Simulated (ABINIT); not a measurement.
**PbSe (Clausthalite): equation of state with revPBE+D3**

The system is PbSe (Clausthalite).

```
Pb Se
1.0
     0.00000    3.06065    3.06065
     3.06065    0.00000    3.06065
     3.06065    3.06065    0.00000
Pb Se
1 1
Cartesian
  0.0000 0.0000 0.0000
  3.0606 3.0606 3.0606
```

```yaml
Program: ABINIT 10.8.3 (patched build)
Task: equation of state
Functional: revPBE
Dispersion: D3
Potentials_or_basis: JTH PAW PBE v2.0
Cutoff: 463 eV
k_mesh: 8 × 8 × 8
Occupations: fermi-dirac, width 0.05 eV
Spin: no spin polarisation
Fine-grid_cutoff: 925.187 eV
Exchange_and_correlation_inside_the_PAW_spheres: full angular mesh (pawxcdev 0, this build's default; the released program takes 1)
```

| Quantity | Value |
| --- | --- |
| Equilibrium volume | 29.90 Å³/atom |
| Bulk modulus | 42 GPa |
| Pressure derivative of the bulk modulus | 5.0 (rough: it moves with the points fitted) |

Energy against volume, from the lowest point:
| volume (Å³/atom) | energy (meV/atom) |
| --- | --- |
| 26.951 | 46.75 |
| 27.524 | 29.24 |
| 28.097 | 15.95 |
| 28.671 | 7.25 |
| 29.244 | 2.01 |
| 29.818 | 0.00 |
| 30.391 | 0.99 |

It took 110 s on 1 thread of Arm Neoverse V2, on a shared host, peak memory 0.15 GiB.

The cell as given is a measured one (28.67 Å³/atom); revPBE+D3 puts the equilibrium volume +4.3 % from it, thermal expansion not counted.

Caveat: the cutoff is too short for stress, so the log's stress isn't used; pressures at fixed basis lie under the slope of the energies; the PAW data sets were made with another functional, which shifts forces and pressure a little. Spin-orbit coupling is left out, which matters for the levels of Pb.
